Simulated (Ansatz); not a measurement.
# TaC (Fm-3m): electronic heat capacity and spin susceptibility from the density of states

Method: DFT r2SCAN, scalar-relativistic, plane waves, PAW in Ansatz.

Plane waves to 500 eV, a k mesh through Γ of 16×16×16 on the computed 2-atom cell and Gaussian smearing (0.10 eV); no spin polarisation.

Relaxed cell: Fm-3m, a = 4.462 Å, b = 4.462 Å, c = 4.462 Å, α = 90.00°, β = 90.00°, γ = 90.00°, 2 atoms in the primitive cell.

The density of states at the Fermi level is 0.596 states/eV in the cell of 2 atoms (1 formula unit; both spins, tetrahedra on a 24×24×24 mesh).

Problem. What Sommerfeld coefficient and Pauli susceptibility does this give?

Solution. Per formula unit N(E_F) = 0.596 states/eV. γ = (π²/3) k_B² N(E_F) N_A = 2.357 mJ/(mol K²) per state/eV, so γ = 1.4 mJ/(mol K²), a mole of formula units. χ_P = μ_B² N(E_F) N_A = 3.23×10⁻⁵ emu/mol per state/eV gives 1.9×10⁻⁵ emu/mol. This is the bare band result: a measured γ of the same phase is as a rule larger by a factor 1 + λ from phonons and spin fluctuations, the spin part of χ is larger by the Stoner factor, and a measured χ also holds orbital and core terms. N(E_F) at one energy is sensitive to the mesh where the density of states has sharp peaks.

Spin-orbit coupling is left out, which matters for the bands of heavy elements.

Cost: 1 run of about 0.64 core-minutes, on Intel Xeon Platinum 8259CL (Skylake/Cascade Lake) (shared hosts).